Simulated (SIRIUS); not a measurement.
# Rh (Fm-3m) in SIRIUS: settings compared

One crystal, Rh, is run at these levels: LDA, PBEsol; tasks: single point.

All numbers are computed with SIRIUS 7.12.0; they aren't measurements. Logs are shortened: lines on timing, memory, paths and dates and some standing lists are left out, and cuts for length are marked. The log counts tension as positive stress, the text compression.

### 1 The structure

The structure is cubic, space group Fm-3m (No. 225). Conventional cell: a = 3.796 Å, b = 3.796 Å, c = 3.796 Å, α = 90.00°, β = 90.00°, γ = 90.00°. Rh (site symmetry m-3m) is surrounded by 12 Rh at 2.68 Å.

### 2 Single point, LDA

sirius.json

```json
{
  "control": {
    "processing_unit": "cpu",
    "verbosity": 2,
    "num_bands_to_print": 16,
    "print_forces": true,
    "print_stress": true
  },
  "parameters": {
    "electronic_structure_method": "pseudopotential",
    "xc_functionals": ["XC_LDA_X", "XC_LDA_C_PW"],
    "gk_cutoff": 9.4,
    "pw_cutoff": 18.8,
    "ngridk": [12, 12, 12],
    "shiftk": [0, 0, 0],
    "smearing": "fermi_dirac",
    "smearing_width": 0.0018374661,
    "num_bands": 16,
    "num_mag_dims": 0,
    "num_dft_iter": 100,
    "energy_tol": 1e-08,
    "density_tol": 1e-06
  },
  "iterative_solver": {
    "type": "davidson",
    "min_tolerance": 1e-10
  },
  "mixer": {
    "type": "anderson",
    "beta": 0.7,
    "max_history": 8
  },
  "settings": {
    "tol_ne": 1e-10,
    "pseudo_grid_cutoff": 6.5
  },
  "unit_cell": {
    "lattice_vectors": [
      [0.0, 3.586416725621, 3.586416725621],
      [3.586416725621, 0.0, 3.586416725621],
      [3.586416725621, 3.586416725621, 0.0]
    ],
    "atom_coordinate_units": "lattice",
    "atom_types": ["Rh"],
    "atom_files": {
      "Rh": "Rh.json"
    },
    "atoms": {
      "Rh": [
        [0.0, 0.0, 0.0]
      ]
    }
  }
}
```

Potentials or basis: PseudoDojo 0.4.1 PBE standard (scalar relativistic).

The run is started by

```bash
$ upf_to_json Rh.upf
$ OMP_NUM_THREADS=1 sirius.scf --input=sirius.json --output=out.json --task=0
```

What it wrote:

```text
[info] SIRIUS version : 7.12.0
[info] number of MPI ranks           : 1
[info] MPI grid                      : 1 1
[info] maximum number of OMP threads : 1
[fft] FFT context for density and potential
[fft] =====================================
[fft]   comm size                             : 1
[fft]   plane wave cutoff                     : 18.8
[fft]   grid size                             : 36 36 36   total : 46656
[fft]   grid limits                           : -17 18   -17 18   -17 18
[fft]   number of G-vectors within the cutoff : 5209
[fft]   local number of G-vectors             : 5209
[fft]   number of G-shells                    : 315
[fft] FFT context for coarse grid
[fft] =====================================
[fft]   comm size                             : 1
[fft]   plane wave cutoff                     : 18.8
[fft]   grid size                             : 36 36 36   total : 46656
[fft]   grid limits                           : -17 18   -17 18   -17 18
[fft]   number of G-vectors within the cutoff : 5209
[fft]   local number of G-vectors             : 5209
[fft]   number of G-shells                    : 315
[unit cell] lattice vectors
[unit cell]   a1 :       0.0000000000      3.5864167256      3.5864167256
[unit cell]   a2 :       3.5864167256      0.0000000000      3.5864167256
[unit cell]   a3 :       3.5864167256      3.5864167256      0.0000000000
[unit cell] reciprocal lattice vectors
[unit cell]   b1 :      -0.8759697754      0.8759697754      0.8759697754
[unit cell]   b2 :       0.8759697754     -0.8759697754      0.8759697754
[unit cell]   b3 :       0.8759697754      0.8759697754     -0.8759697754
[unit cell] unit cell volume :        92.25974489 [a.u.^3]
[unit cell] 1/sqrt(omega)    :         0.10411034
[unit cell] MT volume        :         0.00000000 ( 0.00%)
[unit cell] IT volume        :        92.25974489 (100.00%)
[unit cell] number of atom types : 1
[unit cell] type id : 0 symbol : Rh mt_radius :  15.670000 num_atoms : 1
[unit cell] total number of atoms : 1
[unit cell] number of symmetry classes : 1
[unit cell] number of PAW atoms : 0
[unit cell] atom id  type id  class id             position                      vector_field
[unit cell] ------------------------------------------------------------------------------------------
[unit cell]      0        0        0      0.00000   0.00000   0.00000      0.00000   0.00000   0.00000
[unit cell] atom id         position (Cartesian, a.u.)
[unit cell] ---------------------------------------------
[unit cell]      0       0.000000    0.000000    0.000000
[unit cell] class id : 0 atom id : 0
[unit cell] minimum bond length:     5.071959
[unit cell] total number of pseudo wave-functions: 10
[sym] space group number   : 225
[sym] international symbol : Fm-3m
[sym] Hall symbol          : -F 4 2 3
[sym] space group transformation matrix :
[sym]   0.0000  0.5000  0.5000
[sym]   0.5000  0.0000  0.5000
[sym]   0.5000  0.5000  0.0000
[sym] space group origin shift :
[sym]   0.0000  0.0000  0.0000
[sym] number of space group operations  : 48
[sym] number of magnetic group operations : 48
[sym] metric tensor error: 0.0000e+00
[sym] rotation matrix error: 0.0000e+00
[sym] symmetry operations
[... list of symmetry operations ...]
[atom type] label          : Rh
[atom type] --------------------------------------------------------------------------------
[atom type] symbol         : Rh
[atom type] name           :
[atom type] zn             : 17
[atom type] mass           : 0
[atom type] mt_radius      : 15.67
[... 168 lines left out ...]
[find] | SCF iteration   3 out of 100|
[diagonalize] iterative solver tolerance (occupied, empty): 0.00125 0.00125
[diagonalize] average number of iterations: 1.09722
[find] Total energy                   :    -117.12560652 (Ha),    -234.25121303 (Ry)
[find] Free energy (E-TS)             :    -117.12590409 (Ha),    -234.25180819 (Ry)
[find] band gap (eV)                  :       0.00000000
[find] Efermi                         :       0.82962305
[find] iteration : 3, RMS (target) : 2.6761e-03 (1.0000e-06) , energy difference (target) : -1.0321e-04 (1.0000e-08)
[find] | SCF iteration   4 out of 100|
[diagonalize] iterative solver tolerance (occupied, empty): 0.000267608 0.000267608
[diagonalize] average number of iterations: 1.30556
[find] Total energy                   :    -117.12561071 (Ha),    -234.25122141 (Ry)
[... 44 lines left out ...]
[find] | SCF iteration  10 out of 100|
[diagonalize] iterative solver tolerance (occupied, empty): 4.60513e-07 4.60513e-07
[diagonalize] average number of iterations: 1.43056
[find] Total energy                   :    -117.12561147 (Ha),    -234.25122295 (Ry)
[find] Free energy (E-TS)             :    -117.12590889 (Ha),    -234.25181778 (Ry)
[find] band gap (eV)                  :       0.00000000
[find] Efermi                         :       0.82974986
[find] iteration : 10, RMS (target) : 3.4731e-06 (1.0000e-06) , energy difference (target) : -7.5588e-11 (1.0000e-08)
[find] bands are converged : true
[find] iterative solver converged : false
[find] +------------------------------+
[find] | SCF iteration  11 out of 100|
[find] +------------------------------+
[diagonalize] iterative solver tolerance (occupied, empty): 2.30256e-07 2.30256e-07
[diagonalize] average number of iterations: 1.69444
[diagonalize] Lowest band energies
[diagonalize] ik:    0   -2.067939   -0.872197   -0.872197   -0.872197    0.531003    0.713122    0.713122    0.713122    0.792189    0.792189    1.421446    1.619655    1.619655    1.619655    1.831189    2.014132
[diagonalize] ik:    1   -2.067654   -0.874125   -0.872458   -0.872458    0.541243    0.708714    0.717091    0.717091    0.790059    0.790059    1.435964    1.568951    1.634453    1.634453    1.877372    1.970766
[diagonalize] ik:    2   -2.066871   -0.879345   -0.873168   -0.873168    0.568468    0.700873    0.725169    0.725169    0.788229    0.788229    1.465179    1.483198    1.675290    1.675290    1.827269    1.903137
[diagonalize] ik:    3   -2.065798   -0.886371   -0.874135   -0.874135    0.597245    0.708329    0.726869    0.726869    0.798123    0.798123    1.385657    1.479023    1.726424    1.726424    1.789459    1.811165
[diagonalize] ik:    4   -2.064719   -0.893285   -0.875097   -0.875097    0.605463    0.720329    0.720329    0.753377    0.820268    0.820268    1.286261    1.446962    1.694206    1.694206    1.817463    1.817463
[diagonalize] ...
[diagonalize] ik:   67   -2.062507   -0.894282   -0.885738   -0.881385    0.634609    0.646386    0.729014    0.806734    0.849577    1.033919    1.280622    1.282408    1.353764    1.716115    1.780036    1.928135
[diagonalize] ik:   68   -2.062313   -0.892729   -0.888472   -0.881819    0.640374    0.663806    0.711075    0.789524    0.857913    1.120785    1.184860    1.287476    1.332143    1.719578    1.810846    1.944201
[diagonalize] ik:   69   -2.062408   -0.891581   -0.889674   -0.881036    0.649526    0.681957    0.687137    0.784169    0.849342    1.099479    1.209550    1.266603    1.371293    1.717935    1.783074    2.004622
[diagonalize] ik:   70   -2.062219   -0.894523   -0.886512   -0.882652    0.626116    0.642544    0.744767    0.804016    0.865937    1.095467    1.248224    1.255627    1.301612    1.722008    1.841019    1.867281
[diagonalize] ik:   71   -2.062217   -0.890541   -0.890541   -0.882724    0.641653    0.686361    0.686361    0.783976    0.865969    1.182797    1.182797    1.240008    1.297947    1.781862    1.781862    1.927471
[find] Charges and magnetic moments
[find] --------------------------------------------------------------------------------
[find] total charge          : 17.000000
[find] Energy
[find] --------------------------------------------------------------------------------
[find] valence_eval_sum               :      -3.03466414
[find] <rho|V^{XC}>                   :     -15.66196706
[find] <rho|E^{XC}>                   :     -18.73561243
[find] <mag|B^{XC}>                   :       0.00000000
[find] <rho|V^{H}>                    :      37.30633096
[find] one-electron contribution      :     -24.67902804 (Ha),     -49.35805608 (Ry)
[find] hartree contribution           :      18.65316548
[find] xc contribution                :     -18.73561243
[find] ewald contribution             :     -92.36413674
[find] PAW contribution               :       0.00000000
[find] smearing (-TS)                 :      -0.00029742
[find] SCF correction                 :       0.00000026
[find] Total energy                   :    -117.12561147 (Ha),    -234.25122294 (Ry)
[find] Free energy (E-TS)             :    -117.12590889 (Ha),    -234.25181778 (Ry)
[find] band gap (eV)                  :       0.00000000
[find] Efermi                         :       0.82974935
[find] iteration : 11, RMS (target) : 3.5920e-07 (1.0000e-06) , energy difference (target) : 9.7819e-10 (1.0000e-08)
[find] bands are converged : true
[find] iterative solver converged : false
[find] converged after 12 SCF iterations!
[find] Charges and magnetic moments
[find] --------------------------------------------------------------------------------
[find] total charge          : 17.000000
[find] Energy
[find] --------------------------------------------------------------------------------
[find] valence_eval_sum               :      -3.03466414
[find] <rho|V^{XC}>                   :     -15.66196706
[find] <rho|E^{XC}>                   :     -18.73561243
[find] <mag|B^{XC}>                   :       0.00000000
[find] <rho|V^{H}>                    :      37.30633096
[find] one-electron contribution      :     -24.67902804 (Ha),     -49.35805608 (Ry)
[find] hartree contribution           :      18.65316548
[find] xc contribution                :     -18.73561243
[find] ewald contribution             :     -92.36413674
[find] PAW contribution               :       0.00000000
[find] smearing (-TS)                 :      -0.00029742
[find] SCF correction                 :       0.00000026
[find] Total energy                   :    -117.12561147 (Ha),    -234.25122294 (Ry)
[find] Free energy (E-TS)             :    -117.12590889 (Ha),    -234.25181778 (Ry)
[find] band gap (eV)                  :       0.00000000
[find] Efermi                         :       0.82974935
[ground_state] === stress tensor components [kbar] ===
[ground_state] === stress_kin ===
[ground_state] -82077.455611    0.000000    0.000000
[ground_state]     0.000000-82077.455611    0.000000
[ground_state]     0.000000    0.000000-82077.455611
[ground_state] === stress_har ===
[ground_state] -19827.896562    0.000000    0.000000
[ground_state]     0.000000-19827.896562    0.000000
[ground_state]     0.000000    0.000000-19827.896562
[ground_state] === stress_ewald ===
[ground_state] 98181.005866    0.000000    0.000000
[ground_state]     0.00000098181.005866    0.000000
[ground_state]     0.000000    0.00000098181.005866
[ground_state] === stress_vloc ===
[ground_state] 20185.060476    0.000000   -0.000000
[ground_state]     0.00000020185.060476    0.000000
[ground_state]    -0.000000    0.00000020185.060476
[ground_state] === stress_xc ===
[ground_state] -9801.648294    0.000000    0.000000
[ground_state]     0.000000-9801.648294    0.000000
[ground_state]     0.000000    0.000000-9801.648294
[ground_state] === stress_core ===
[ground_state] 24935.575006    0.000000    0.000000
[ground_state]     0.00000024935.575006    0.000000
[ground_state]     0.000000    0.00000024935.575006
[ground_state] === stress_nonloc ===
[ground_state] -31502.987511    0.000000   -0.000000
[ground_state]     0.000000-31502.987511   -0.000000
[ground_state]    -0.000000   -0.000000-31502.987511
[ground_state] === stress_us_nl ===
[ground_state] -31502.987511    0.000000   -0.000000
[ground_state]     0.000000-31502.987511   -0.000000
[ground_state]    -0.000000   -0.000000-31502.987511
[ground_state] === stress_total ===
[ground_state]    91.653370    0.000000    0.000000
[ground_state]     0.000000   91.653370   -0.000000
[ground_state]     0.000000   -0.000000   91.653370
[ground_state] ==== total Forces in Ha/bohr =====
[ground_state] atom:    0, force:       0.0000000      0.0000000      0.0000000
[... 8 lines left out ...]
[ground_state] ==== Ewald forces from ions =====
[ground_state] atom:    0, force:       0.0000000      0.0000000      0.0000000
[~DFT_ground_state] local op. applied: 29995
[~DFT_ground_state] evp. work count: 7856.82
[~DFT_ground_state] number of iterative solver steps: 1543
```

Wall time 45 s (1 thread of Intel Xeon Platinum 8259CL at 2.50GHz (Skylake/Cascade Lake), shared host); peak memory 0.21 GiB.

Results:

```
Free energy            : -3187.1583 eV
Pressure               : -9.2 GPa
Band gap on the k mesh : none (metal or under the smearing width)
```

Caveat: the potentials were made for another functional, which shifts forces and pressure.

### 3 Single point, PBEsol

sirius.json: that of step 2 with these lines changed.

```diff
@@ -10,3 +10,3 @@
     "electronic_structure_method": "pseudopotential",
-    "xc_functionals": ["XC_LDA_X", "XC_LDA_C_PW"],
+    "xc_functionals": ["XC_GGA_X_PBE_SOL", "XC_GGA_C_PBE_SOL"],
     "gk_cutoff": 9.4,
```

Potentials or basis: PseudoDojo 0.4.1 PBE standard (scalar relativistic).

The run is started by

```bash
$ upf_to_json Rh.upf
$ OMP_NUM_THREADS=1 sirius.scf --input=sirius.json --output=out.json --task=0
```

It took 46 s on 1 thread of Intel Xeon Platinum 8259CL at 2.50GHz (Skylake/Cascade Lake), shared host; peak memory 0.21 GiB.

Results (log left out):

```yaml
Free_energy: -3187.6816 eV
Pressure: -3.3 GPa
Band_gap_on_the_k_mesh: none (metal or under the smearing width)
```

Caveat: the potentials were made for another functional, which shifts forces and pressure.
